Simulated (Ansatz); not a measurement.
# ZrO2: the cost of one run

Method: DFT PBEsol, plane waves, PAW, scalar-relativistic, no spin polarisation, in Ansatz 0.2.0.

## (1) Starting point

The cell holds 12 atoms (O8Zr4): a = 5.333 Å, b = 5.333 Å, c = 5.333 Å, α = 90.00°, β = 90.00°, γ = 90.00°.

Structure file:

```xyz
12
Lattice="5.3327 0.0000 0.0000 0.0000 5.3327 0.0000 0.0000 0.0000 5.3327" Properties=species:S:1:pos:R:3 pbc="T T T"
Zr    0.0000    0.0000    0.0000
O     1.3332    1.3332    1.3332
O     3.9996    3.9996    3.9996
Zr    2.6664    2.6664    0.0000
O     3.9996    3.9996    1.3332
O     1.3332    1.3332    3.9996
Zr    2.6664    0.0000    2.6664
O     3.9996    1.3332    3.9996
O     1.3332    3.9996    1.3332
Zr    0.0000    2.6664    2.6664
O     1.3332    3.9996    3.9996
O     3.9996    1.3332    1.3332
```

## (2) Run 1

200 steps of 0.75 fs under a Langevin thermostat at 3500 K.

The input, input.yaml:

```yaml
crystal:
  lattice:
    - [5.33274, 0.0, 0.0]
    - [0.0, 5.33274, 0.0]
    - [0.0, 0.0, 5.33274]
  atoms:
    - { symbol: Zr, position: [0.0, 0.0, 0.0] }
    - { symbol: O, position: [0.25, 0.25, 0.25] }
    - { symbol: O, position: [0.75, 0.75, 0.75] }
    - { symbol: Zr, position: [0.5, 0.5, 0.0] }
    - { symbol: O, position: [0.75, 0.75, 0.25] }
    - { symbol: O, position: [0.25, 0.25, 0.75] }
    - { symbol: Zr, position: [0.5, 0.0, 0.5] }
    - { symbol: O, position: [0.75, 0.25, 0.75] }
    - { symbol: O, position: [0.25, 0.75, 0.25] }
    - { symbol: Zr, position: [0.0, 0.5, 0.5] }
    - { symbol: O, position: [0.25, 0.75, 0.75] }
    - { symbol: O, position: [0.75, 0.25, 0.25] }
basis:
  ecutwfc: 420.0
kpoints:
  mp_grid: { grid: [2, 2, 2] }
hamiltonian:
  xc: pbesol
  pseudopotentials: { kind: paw, azcp: { folder: soft_1 } }
scf:
  occupations: { method: fermi_dirac, width: 0.3 }
  lower_state_search: "off"
md:
  timestep: 0.75
  n_steps: 200
  ensemble: nvt_langevin
  temperature: 3500.0
  initial_velocities: maxwell_boltzmann
  seed: 860139
  friction: 0.02
```

Started as:

```sh
ansatz run input.yaml --threads 1 --pin off --max-ram 3072MiB --backend cpu --events-out ev --progress --plain --runs-dir out
```

What time and memory should one allow on 1 thread of Arm Neoverse V2, shared host?

About 11 min, with a peak of 0.49 GiB.
